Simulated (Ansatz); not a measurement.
# FeGe2: the cost of one run

Method: DFT r2SCAN, scalar-relativistic, plane waves, PAW, in Ansatz 0.2.0.

2 further runs of the same task are left out: 1 that didn't finish, 1 set aside as unsound or not needed.

## (1) Starting point

It takes space group I4/mcm (No. 140, tetragonal). The conventional cell has a = 5.911 Å, b = 5.911 Å, c = 4.941 Å, α = 90.00°, β = 90.00°, γ = 90.00°. Fe (site symmetry 422) has 2 Fe at 2.47 Å and 8 Ge at 2.55 Å as nearest neighbours. Ge (site symmetry m2m) has 4 Fe at 2.55 Å and 3 Ge at 2.61 to 2.93 Å as nearest neighbours.

As a file:

```cif
data_structure
_symmetry_space_group_name_H-M 'P 1'
_symmetry_Int_Tables_number 1
_cell_length_a 4.8554
_cell_length_b 4.8554
_cell_length_c 4.8554
_cell_angle_alpha 105.007
_cell_angle_beta 105.007
_cell_angle_gamma 118.825
_cell_volume 86.33
loop_
_atom_site_label
_atom_site_type_symbol
_atom_site_fract_x
_atom_site_fract_y
_atom_site_fract_z
_atom_site_occupancy
Fe1 Fe 0.75000 0.75000 0.00000 1
Fe2 Fe 0.25000 0.25000 0.00000 1
Ge1 Ge 0.15619 0.65619 0.81238 1
Ge2 Ge 0.34381 0.15619 0.50000 1
Ge3 Ge 0.65619 0.84381 0.50000 1
Ge4 Ge 0.84381 0.34381 0.18762 1
```

It goes back to an entry of the Materials Project.

It is the result of an earlier relaxation at this level (volume 14.39 Å³/atom; gap on the mesh: none (metal), site moments up to 1.3 μB).

## (2) The same geometry with r2SCAN

input.yaml

```yaml
crystal:
  lattice:
    - [-2.9555600676, 2.9555600676, 2.4706794976]
    - [2.9555600676, -2.9555600676, 2.4706794976]
    - [2.9555600676, 2.9555600676, -2.4706794976]
  atoms:
    - { symbol: Fe, position: [0.75, 0.75, 0.0], spin: 4.0 }
    - { symbol: Fe, position: [0.25, 0.25, 0.0], spin: 4.0 }
    - { symbol: Ge, position: [0.1561922679, 0.6561922679, 0.8123845358] }
    - { symbol: Ge, position: [0.3438077321, 0.1561922679, 0.5] }
    - { symbol: Ge, position: [0.6561922679, 0.8438077321, 0.5] }
    - { symbol: Ge, position: [0.8438077321, 0.3438077321, 0.1876154642] }
basis:
  ecutwfc: 500
kpoints:
  mp_grid: { grid: [10, 10, 10] }
  band_path:
    path:
      - [[0.0, 0.0, 0.0], [0.0, 0.0, 0.5], [-0.5, 0.5, 0.5], [0.0, 0.0, 0.0], [0.42470014, 0.42470014, -0.42470014]]
      - [[-0.42470014, 0.57529986, 0.42470014], [-0.5, 0.5, 0.5]]
      - [[0.0, 0.0, 0.5], [0.25, 0.25, 0.25], [0.0, 0.5, 0.0], [0.0, 0.0, 0.0]]
    npoints: 14
hamiltonian:
  xc: r2scan
scf:
  occupations: { method: gaussian, width: 0.1 }
  n_extra_bands: 15
output:
  forces: true
  stress: true
  eigenvalues: true
  populations: true
  dos: { projected: true, de: 0.02, nscf_kmesh: { grid: [15, 15, 15] } }
  bader: true
magnetization:
  spin_polarized: true
```

Command:

```bash
$ ansatz run input.yaml --threads 2 --pin off --max-ram 5120MiB --backend cpu --events-out ev --progress --plain --runs-dir out
```

**Question.** How long does this run take on 2 threads of Arm Neoverse V1, shared host, and how much memory does it need?

About 5.5 min, with a peak of 1.8 GiB.
